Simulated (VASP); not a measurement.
# InP (F-43m) in VASP: a series of runs

Runs on InP. Level: PBE+D3(BJ). Tasks: relaxation of the atoms.

All numbers are computed with VASP 6.6.1; they aren't measurements. Logs are shortened: lines on timing, memory, paths and dates and some standing lists are left out, and cuts for length are marked.

**Experimental background.**

From a printed reference work, data compilation, for a bulk crystal of InP at 1.6 K: band gap 1.4236 eV (direct).

How close the calculation comes is told below.

**1. Starting point**

Symmetry: F-43m, No. 216, cubic system. The conventional cell has a = 5.893 Å, b = 5.893 Å, c = 5.893 Å, α = 90.00°, β = 90.00°, γ = 90.00°. Around In (site symmetry -43m) lie 4 P at 2.55 Å. P (site symmetry -43m) has 4 In at 2.55 Å as nearest neighbours.

**2. Relaxation of the atoms, PBE+D3(BJ)**

INCAR reads:

```
SYSTEM = InP
  PREC = Accurate
  ENCUT = 600
  EDIFF = 1E-7
  ISMEAR = 0
  SIGMA = 0.03
  LREAL = .False.
  LASPH = .True.
  NELM = 80
  ALGO = Fast
  ISIF = 2
  LWAVE = .False.
  LCHARG = .False.
  GGA = PE
  IVDW = 12
  IBRION = 2
  NSW = 40
  EDIFFG = -0.01
```

KPOINTS reads:

```
regular mesh
0
Gamma
  8 8 8
  0 0 0
```

POSCAR reads:

```
InP                                     
1.0
    0.0000000000      2.9463792092      2.9463792092
    2.9463792092      0.0000000000      2.9463792092
    2.9463792092      2.9463792092      0.0000000000
  In              P             
     1     1
Direct
     0.0000000000000000    0.0000000000000000    0.0000000000000000
     0.2500000000000000    0.2500000000000000    0.2500000000000000
```

Potentials or basis: VASP PAW PBE potentials, release 64 (In_d, P).

Launch:

```bash
> cat potpaw_PBE.64/In_d/POTCAR potpaw_PBE.64/P/POTCAR > POTCAR
> mpirun -np 1 vasp_std > vasp.out
```

OUTCAR:

```text
SYSTEM = InP
   PREC = Accurate
   ENCUT = 600
   EDIFF = 1E-7
   ISMEAR = 0
   LREAL = .False.
   LASPH = .True.
   NELM = 80
   ISIF = 2
   GGA = PE
   IVDW = 12
   IBRION = 2
   NSW = 40
   EDIFFG = -0.01
 IVDW          = 12

 ion  position               nearest neighbor table
   1  0.000  0.000  0.000-   2 2.55   2 2.55   2 2.55   2 2.55
   2  0.250  0.250  0.250-   1 2.55   1 2.55   1 2.55   1 2.55

  LATTYP: Found a face centered cubic cell.
 ALAT       =     5.8927584184

  Lattice vectors:

 A1 = (   0.0000000000,   2.9463792092,   2.9463792092)
 A2 = (   2.9463792092,   0.0000000000,   2.9463792092)
 A3 = (   2.9463792092,   2.9463792092,   0.0000000000)

Analysis of symmetry for initial positions (statically):
=====================================================================
 Subroutine PRICEL returns:
 Original cell was already a primitive cell.

 Routine SETGRP: Setting up the symmetry group for a
 face centered cubic supercell.

 Subroutine GETGRP returns: Found 24 space group operations
 (whereof 24 operations were pure point group operations)
 out of a pool of 48 trial point group operations.

The static configuration has the point symmetry T_d .

Analysis of symmetry for dynamics (positions and initial velocities):
=====================================================================
 Subroutine PRICEL returns:
 Original cell was already a primitive cell.

 Routine SETGRP: Setting up the symmetry group for a
 face centered cubic supercell.

 Subroutine GETGRP returns: Found 24 space group operations
 (whereof 24 operations were pure point group operations)
 out of a pool of 48 trial point group operations.

The dynamic configuration has the point symmetry T_d .

 Subroutine INISYM returns: Found 24 space group operations
 (whereof 24 operations are pure point group operations),
 and found     1 'primitive' translations

----------------------------------------------------------------------------------------

                                     Primitive cell

  volume of cell :      51.1559

  direct lattice vectors                    reciprocal lattice vectors
     0.000000000  2.946379209  2.946379209    -0.169699813  0.169699813  0.169699813
     2.946379209  0.000000000  2.946379209     0.169699813 -0.169699813  0.169699813
     2.946379209  2.946379209  0.000000000     0.169699813  0.169699813 -0.169699813

  length of vectors
     4.166809438  4.166809438  4.166809438     0.293928698  0.293928698  0.293928698

  position of ions in fractional coordinates (direct lattice)
     0.000000000  0.000000000  0.000000000
     0.250000000  0.250000000  0.250000000

  ion indices of the primitive-cell ions
   primitive index   ion index
                 1           1
                 2           2

----------------------------------------------------------------------------------------

 KPOINTS: regular mesh

Automatic generation of k-mesh.
 Grid dimensions read from file:
 generate k-points for:    8    8    8

 Generating k-lattice:

  Cartesian coordinates                     Fractional coordinates (reciprocal lattice)
    -0.021212477  0.021212477  0.021212477     0.125000000  0.000000000  0.000000000
     0.021212477 -0.021212477  0.021212477     0.000000000  0.125000000  0.000000000
     0.021212477  0.021212477 -0.021212477     0.000000000  0.000000000  0.125000000

  Length of vectors
     0.036741087  0.036741087  0.036741087

  Shift w.r.t. Gamma in fractional coordinates (k-lattice)
     0.000000000  0.000000000  0.000000000

 Subroutine IBZKPT returns following result:
 ===========================================

 Found     29 irreducible k-points:

 Following reciprocal coordinates:
            Coordinates               Weight
  0.000000  0.000000  0.000000      1.000000
  0.125000  0.000000  0.000000      8.000000
  0.250000  0.000000  0.000000      8.000000
  0.375000  0.000000  0.000000      8.000000
  0.500000  0.000000  0.000000      4.000000
  0.125000  0.125000  0.000000      6.000000
[... 16 lines left out ...]
  0.500000  0.250000  0.125000     48.000000
 -0.375000  0.250000  0.125000     24.000000
 [... further k-points ...]
   k-points           NKPTS =     29   k-points in BZ     NKDIM =     29   number of bands    NBANDS=     13
   number of dos      NEDOS =    301   number of ions     NIONS =      2
   total plane-waves  NPLWV =  46656
   dimension x,y,z NGX =    36 NGY =   36 NGZ =   36
   dimension x,y,z NGXF=    72 NGYF=   72 NGZF=   72
   ions per type =               1   1
   NGX,Y,Z   is equivalent  to a cutoff of  14.36, 14.36, 14.36 a.u.
   NGXF,Y,Z  is equivalent  to a cutoff of  28.73, 28.73, 28.73 a.u.
 SYSTEM =  InP
   PREC   = accura    normal or accurate (medium, high low for compatibility)
   ISTART =      0    job   : 0-new  1-cont  2-samecut
   ICHARG =      2    charge: 1-file 2-atom 10-const
   ISPIN  =      1    spin polarized calculation?
   LNONCOLLINEAR =      F non collinear calculations
   LSORBIT =      F    spin-orbit coupling
   LASPH  =      T    aspherical Exc in radial PAW
   ENCUT  =  600.0 eV  44.10 Ry    6.64 a.u.   8.32  8.32  8.32*2*pi/ulx,y,z
   NELM   =     80;   NELMIN=  2; NELMDL= -5     # of ELM steps
   EDIFF  = 0.1E-06   stopping-criterion for ELM
   LREAL  =      F    real-space projection
   EDIFFG = -.1E-01   stopping-criterion for IOM
   NSW    =     40    number of steps for IOM
   IBRION =      2    ionic relax: 0-MD 1-quasi-New 2-CG
   NFREE  =      1    steps in history (QN), initial steepest desc. (CG)
   ISIF   =      2    stress and relaxation
   ISYM   =      2    0-nonsym 1-usesym 2-fastsym
   POTIM  = 0.5000    time-step for ionic-motion
   TEBEG  =    0.0;   TEEND  =   0.0 temperature during run
   PSTRESS=    0.0 pullay stress
   NELECT =      18.0000    total number of electrons
   NUPDOWN=      -1.0000    fix difference up-down
   EMIN   =  10.00;   EMAX   =-10.00  energy-range for DOS
   EFERMI =   0.00;   METHOD = LEGACY
   ISMEAR =     0;   SIGMA  =   0.03  broadening in eV -4-tet -1-fermi 0-gaus
   EFERMI_NEDOS =   21; number of points for ismear=-14 and -15
   IALGO  =     68    algorithm
   IMIX   =      4    mixing-type and parameters
     AMIX     =   0.40;   BMIX     =  1.00
     AMIX_MAG =   1.60;   BMIX_MAG =  1.00
  volume/ion in A,a.u.               =      25.58       172.61
  Fermi-wavevector in a.u.,A,eV,Ry     =   1.155758  2.184067 18.174353  1.335777
  Thomas-Fermi vector in A             =   2.292384
   LORBIT       =      0    0 simple, 1 ext, 2 COOP (PROOUT), +10 PAW based schemes
   GGA     = PE    functional components
   LHFCALC =     F    Hartree Fock is set to
   AEXX    =    0.0000 exact exchange contribution
   IVDW    =    12    specifies the selected vdW correction
   LEPSILON=     F    determine dielectric tensor
   LRPA    =     F    only Hartree local field effects (RPA)
 conjugate gradient relaxation of ions
 non-spin polarized calculation
 RMM-DIIS sequential band-by-band and
 Gauss-broadening in eV      SIGMA  =   0.03
  energy-cutoff  :      600.00
  volume of cell :       51.16
 maximum number of plane-waves:      1727
 NGX is ok and might be reduce to    36
   NGX = 17   NGY = 17   NGZ = 17

 number of electron      17.9999998 magnetization

 Free energy of the ion-electron system (eV)
  ---------------------------------------------------
  ext. energy  EPLUGINS =         0.00000000
  ---------------------------------------------------
  free energy    TOTEN  =        -8.39489938 eV

  energy without entropy =       -8.39489938  energy(sigma->0) =       -8.39489938

 E-fermi :   5.1358     XC(G=0):  -9.2108

 val. band max:        5.0131657893   @ k =   0.0000   0.0000   0.0000
 cond. band min:       5.6368002014   @ k =   0.0000   0.0000   0.0000
 fundamental gap:      0.6236344121
 Fermi energy:         5.1357679221

 k-point     1 :       0.0000    0.0000    0.0000
  band No.  band energies     occupation
      1      -9.1413      2.00000
      2      -9.1413      2.00000
      3      -9.1413      2.00000
      4      -8.9972      2.00000
      5      -8.9972      2.00000
      6      -6.3941      2.00000
      7       5.0132      2.00000
      8       5.0132      2.00000
      9       5.0132      2.00000
     10       5.6368      0.00000
     11       9.1054      0.00000
     12       9.1054      0.00000
     13       9.1054      0.00000

 k-point     2 :       0.1250    0.0000    0.0000
  band No.  band energies     occupation
      1      -9.1589      2.00000
      2      -9.1342      2.00000
      3      -9.1342      2.00000
      4      -8.9971      2.00000
      5      -8.9971      2.00000
      6      -6.2203      2.00000
      7       3.4723      2.00000
      8       4.8323      2.00000
      9       4.8323      2.00000
     10       6.6033      0.00000
     11       9.2445      0.00000
     12       9.3769      0.00000
     13       9.3769      0.00000

 k-point     3 :       0.2500    0.0000    0.0000
  band No.  band energies     occupation
      1      -9.1994      2.00000
      2      -9.1192      2.00000
      3      -9.1192      2.00000
      4      -8.9947      2.00000
      5      -8.9947      2.00000
      6      -5.7351      2.00000
      7       1.6049      2.00000
      8       4.4705      2.00000
      9       4.4705      2.00000
     10       6.7625      0.00000
     11       9.7954      0.00000
     12       9.7954      0.00000
     13      10.2891      0.00000
[... 305 lines left out ...]
 k-point    23 :       0.5000    0.2500    0.1250
  band No.  band energies     occupation
      1      -9.2582      2.00000
      2      -9.0958      2.00000
      3      -9.0811      2.00000
      4      -9.0077      2.00000
      5      -8.9825      2.00000
      6      -4.7409      2.00000
      7       0.0790      2.00000
      8       2.5234      2.00000
      9       3.6001      2.00000
     10       8.1727      0.00000
     11       9.2150      0.00000
     12      10.2888      0.00000
     13      11.6824      0.00000

 k-point    24 :      -0.3750    0.2500    0.1250
  band No.  band energies     occupation
      1      -9.2664      2.00000
      2      -9.0953      2.00000
      3      -9.0764      2.00000
      4      -9.0021      2.00000
      5      -8.9848      2.00000
      6      -4.4145      2.00000
      7      -0.4547      2.00000
      8       2.3775      2.00000
      9       3.4221      2.00000
     10       8.1376      0.00000
     11       9.2057      0.00000
     12      10.8592      0.00000
     13      12.2035      0.00000

 [... further k-points ...]

------------------------ aborting loop because EDIFF is reached ----------------------------------------

 Edisp (eV)   -0.61615

 E8    (eV) :    -0.2739

  FORCE on cell =-STRESS in cart. coord.  units (eV):
  Direction    XX          YY          ZZ          XY          YZ          ZX
  --------------------------------------------------------------------------------------
  -------------------------------------------------------------------------------------
  Total       0.00103     0.00103     0.00103     0.00000     0.00000     0.00000
  in kB       0.03220     0.03220     0.03220     0.00000     0.00000     0.00000
  external pressure =        0.03 kB  Pullay stress =        0.00 kB

 VOLUME and BASIS-vectors are now :
 -----------------------------------------------------------------------------
  energy-cutoff  :      600.00
  volume of cell :       51.16
      direct lattice vectors                 reciprocal lattice vectors
     0.000000000  2.946379209  2.946379209    -0.169699813  0.169699813  0.169699813
     2.946379209  0.000000000  2.946379209     0.169699813 -0.169699813  0.169699813
     2.946379209  2.946379209  0.000000000     0.169699813  0.169699813 -0.169699813

 POSITION                                       TOTAL-FORCE (eV/Angst)
 -----------------------------------------------------------------------------------
      0.00000      0.00000      0.00000         0.000000      0.000000     -0.000000
      1.47319      1.47319      1.47319        -0.000000     -0.000000      0.000000
 -----------------------------------------------------------------------------------
    total drift:                               -0.000000     -0.000000     -0.000000

  FREE ENERGIE OF THE ION-ELECTRON SYSTEM (eV)
  ---------------------------------------------------
  free  energy   TOTEN  =        -9.0110483712 eV

  energy  without entropy=       -9.0110483712  energy(sigma->0) =       -9.01104837

 reached required accuracy - stopping structural energy minimisation
```

It took 28 s on 1 thread of Intel Xeon Platinum 8259CL at 2.50GHz (Skylake/Cascade Lake), shared host; peak memory 0.22 GiB.

What came out:

```yaml
Free_energy: -9.0110 eV
Pressure_after_relaxing: 0.0 GPa
Band_gap_on_the_k_mesh: 0.62 eV, direct
Dispersion_energy_per_atom: -0.308 eV
```

Final structure:
```
CELL_PARAMETERS angstrom
0.00000 2.94638 2.94638
2.94638 0.00000 2.94638
2.94638 2.94638 0.00000
ATOMIC_POSITIONS crystal
In 0.00000 0.00000 0.00000
P 0.25000 0.25000 0.25000
```

Caveat: the relaxation stopped at its first step, so nothing moved; spin-orbit coupling is left out, which moves the levels of the heavy elements.

(Part 1 of 3 ends here.)
